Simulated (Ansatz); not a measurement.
Runs of Ansatz 0.2.0 on FePt (Tetraferroplatinum). Symmetry: P4/mmm, No. 123, tetragonal system. Conventional cell: a = 2.724 Å, b = 2.724 Å, c = 3.720 Å, α = 90.00°, β = 90.00°, γ = 90.00°. Pt (site symmetry 4/mmm) is surrounded by 8 Fe at 2.68 Å and 4 Pt at 2.72 Å. Fe (site symmetry 4/mmm) is surrounded by 8 Pt at 2.68 Å and 4 Fe at 2.72 Å. 

```tsv
task	level	cell	cutoff (eV)	pressure (GPa)	moment (μB)	relaxed volume (Å³/atom)
relaxation of cell and atoms	PBEsol	relaxed	-	0.0	3.23	13.42
band structure	RPBE	as given	282	8.4	(c)	-
relaxation of cell and atoms	LDA	relaxed	-	0.0	3.16	(b)
band structure	LDA	as given	282	-12.7	3.22	-
relaxation of cell and atoms	RPBE+D3(BJ)	relaxed	-	0.0	3.16	(a)
```

Alike in all rows: potentials or basis all-electron LAPW, scalar-relativistic; spin collinear, ferromagnetic start; k mesh 10 × 10 × 7; smearing fermi-dirac 0.05 eV; basis error allowed 0.001 eV/atom.

Question: Estimate the missing entries.

Answer: (a) 12.33; (b) 13.05; (c) 3.31.

Caveats: the volume moved by -11 % from the deposited cell, more than functionals usually miss (some runs).

Runs at the PBE level aren't shown here.
